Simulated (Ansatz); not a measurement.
Ga:

```
Ga
1.0
     1.45000   -4.06500    0.00000
     1.45000    4.06500    0.00000
     0.00000    0.00000    3.17000
Ga
2
Direct
  0.13300 0.86700 0.75000
  0.86700 0.13300 0.25000
```

This isn't the form of Ga at room conditions, which is orthorhombic.

* Program: Ansatz 0.2.0
* Task: relaxation of cell and atoms
* Functional: PBE0
* Potentials or basis: Ansatz PAW
* Cutoff: 420 eV (not typed: the program's choice for these potentials)
* k mesh: 5 × 5 × 4
* Occupations: fermi-dirac, width 0.05 eV
* Spin: no spin polarisation

At the start: volume 18.68 Å³/atom.

Where does the relaxation end?

It ends after 6 steps and the volume is 18.62 Å³/atom (-0.3 %); space group Cmcm (No. 63, to 0.05 Å).

Step by step:
```
step  energy change (eV)  largest force (eV/Å)  volume (Å³)
   1              0.0000                0.4117        37.37
   2             -0.1022                0.0985        37.05
   3             -0.1065                0.0181        37.18
   4             -0.1070                0.0191        37.24
   5             -0.1070                0.0040        37.24
   6             -0.1067                0.0040        37.24
```

Final structure:
```
CELL_PARAMETERS angstrom
1.40864 -3.95526 0.00000
1.40864 3.95526 0.00000
0.00000 0.00000 3.34242
ATOMIC_POSITIONS crystal
Ga 0.13832 0.86168 0.75000
Ga 0.86168 0.13832 0.25000
```

Caveat: the k mesh is coarse (spacing up to 0.50 Å⁻¹), so the values aren't converged, least of all with exact exchange; the plane-wave basis is chosen anew once the cell has moved, so the energies of steps on either side of that aren't comparable; the PAW data sets come from PBE, with cores solved anew for the run's functional, which leaves a small shift of forces and pressure.
